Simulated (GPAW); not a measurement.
The system is InAs.

```
In As
1.0
     0.00000    3.01800    3.01800
     3.01800    0.00000    3.01800
     3.01800    3.01800    0.00000
In As
1 1
Direct
  0.00000 0.00000 0.00000
  0.75000 0.75000 0.75000
```

Base run:

* Program: GPAW 26.7.0
* Functional: rSCAN
* Potentials or basis: GPAW PAW data sets (gpaw-data 1.2.1)
* Cutoff: 600 eV
* Basis: pw
* k mesh: 6 × 6 × 6
* Occupations: fermi-dirac, width 0.05 eV
* Spin: spin-orbit coupling, no magnetisation

Its results: pressure 2.0 GPa.

Q: The run is repeated on the same cell with these changes: functional from rSCAN to SCAN. What comes out?

A: Pressure 1.5 GPa.

Caveats: spin-orbit coupling was added after a scalar SCF, so levels and gaps hold it while energy, forces, pressure and moments don't; the PAW data sets were made with another functional, which shifts forces and pressure a little.

Not every run made on this cell is shown here.
